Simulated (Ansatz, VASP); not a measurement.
Given: the input of a run of Ansatz 0.2.0 on CsPbCl3.

Contents of input.yaml:

```yaml
crystal:
  lattice:
    - [5.605, 0.0, 0.0]
    - [0.0, 5.605, 0.0]
    - [0.0, 0.0, 5.605]
  atoms:
    - { symbol: Pb, position: [0.5, 0.5, 0.5] }
    - { symbol: Cs, position: [0.0, 0.0, 0.0] }
    - { symbol: Cl, position: [0.5, 0.0, 0.5] }
    - { symbol: Cl, position: [0.0, 0.5, 0.5] }
    - { symbol: Cl, position: [0.5, 0.5, 0.0] }
hamiltonian:
  xc: pbe
  pseudopotentials: { kind: paw }
kpoints:
  mp_grid: { grid: [5, 5, 5] }
scf:
  occupations: { method: gaussian, width: 0.013 }
output:
  forces: true
  stress: true
  eigenvalues: true
```

Potentials or basis: Ansatz PAW.

Command:

```console
$ ansatz run input.yaml --threads 2 --pin off --max-ram 5632MiB --backend cpu --events-out ev --progress --plain --runs-dir out
```

Q: Translate it to VASP 6.6.1. Potentials there: VASP PAW PBE potentials, release 64 (Pb_d, Cs_sv, Cl).

A: As run (the cutoff follows the program's own potentials):

Contents of INCAR:

```
SYSTEM = CsPbCl3
  PREC = Accurate
  ENCUT = 520
  EDIFF = 1E-7
  ISMEAR = 0
  SIGMA = 0.013000000000000001
  LREAL = .FALSE.
  LASPH = .TRUE.
  NELM = 60
  ALGO = Normal
  ISIF = 2
  LWAVE = .FALSE.
  LCHARG = .FALSE.
  GGA = PE
  NBANDS = 30
```

File KPOINTS:

```
regular mesh
0
G
  5 5 5
  0 0 0
```

Contents of POSCAR:

```
CsPbCl3
1.0
    5.6050000000      0.0000000000      0.0000000000
    0.0000000000      5.6050000000      0.0000000000
    0.0000000000      0.0000000000      5.6050000000
Pb Cs Cl
1 1 3
Direct
    0.5000000000      0.5000000000      0.5000000000
    0.0000000000      0.0000000000      0.0000000000
    0.5000000000      0.0000000000      0.5000000000
    0.0000000000      0.5000000000      0.5000000000
    0.5000000000      0.5000000000      0.0000000000
```

Potentials or basis: VASP PAW PBE potentials, release 64 (Pb_d, Cs_sv, Cl).

Launch:

```console
$ cat potpaw_PBE.64/Pb_d/POTCAR potpaw_PBE.64/Cs_sv/POTCAR potpaw_PBE.64/Cl/POTCAR > POTCAR
$ mpirun -np 1 vasp_std > vasp.out
```

Both were run:

|  | VASP | Ansatz | Ansatz less VASP |
| --- | --- | --- | --- |
| gap on the k mesh at the Fermi level (eV) | 2.96 | 2.95 | -0.009 |
| least direct gap on the mesh (eV) | 2.96 | 2.95 | -0.009 |
| pressure (GPa) | 1.7 | 1.7 | +0.05 |

Caveats: spin-orbit coupling is left out, which as a rule narrows the gap of such compounds by several tenths of an eV; an odd mesh through Γ misses points on the zone boundary, where band edges often lie (VASP); odd divisions of the mesh miss points on the zone boundary, where band edges often lie, so the gap on the mesh can be too wide (Ansatz).
